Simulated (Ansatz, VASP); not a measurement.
One calculation of BaS, two programs

Contents of INCAR:

```
PREC = Accurate
ENCUT = 520
EDIFF = 1E-6
ISMEAR = 0
SIGMA = 0.05
LREAL = F
LASPH = T
NELM = 80
ALGO = Normal
ISIF = 2
LWAVE = F
LCHARG = T
GGA = PS
LELF = T
LVHAR = T
NBANDS = 15
```

File KPOINTS:

```
regular mesh
0
Gamma
  8 8 8
```

The input POSCAR:

```
BaS
1.0
    0.0000000000      3.1663007200      3.2612897416
    3.1663007200      0.0000000000      3.2612897416
    3.1663007200      3.1663007200      0.0000000000
Ba S
1 1
Direct
    0.0000000000      0.0000000000      0.0000000000
    0.5000000000      0.5000000000      0.5000000000
```

Input for Ansatz:

```yaml
crystal:
  lattice:
    - [0.0, 3.16630072, 3.2612897416]
    - [3.16630072, 0.0, 3.2612897416]
    - [3.16630072, 3.16630072, 0.0]
  atoms:
    - { symbol: Ba, position: [0.0, 0.0, 0.0] }
    - { symbol: S, position: [0.5, 0.5, 0.5] }
basis:
  ecutwfc: 420
kpoints:
  mp_grid: { grid: [8, 8, 8] }
hamiltonian:
  xc: pbesol
scf:
  occupations: { method: gaussian, width: 0.05 }
output:
  forces: true
  stress: true
  eigenvalues: true
```

Change from the starting cell: strain +0.0300 x Voigt [0, 0, 1, 0, 0, 0], atoms carried along.

Alike in both runs: task single point; functional PBEsol; k mesh 8 × 8 × 8; occupations gaussian, width 0.05 eV; no spin polarisation.

|  | VASP | Ansatz |
| --- | --- | --- |
| version | VASP 6.6.1 | Ansatz 0.2.0 |
| potentials or method | VASP PAW PBE potentials, release 64 (Ba_sv, S) | scalar-relativistic, plane waves, PAW |
| plane-wave cutoff (eV) | 520 | 420 |
| valence electrons in the cell | 16 | 16 |

|  | VASP | Ansatz | Ansatz less VASP |
| --- | --- | --- | --- |
| gap on the k mesh at the Fermi level (eV) | 1.95 | 2.05 | +0.101 |
| least direct gap on the mesh (eV) | 2.09 | 2.16 | +0.065 |
| pressure (GPa) | -0.6 | -1.2 | -0.62 |
| largest component of the traceless stress (GPa) | 1.52 | 1.37 | -0.147 |

Caveats: the PAW data sets were made with another functional, which shifts forces and pressure a little (VASP); spin-orbit coupling is left out, which moves the levels of the heavy elements. A k mesh can miss the band edges.
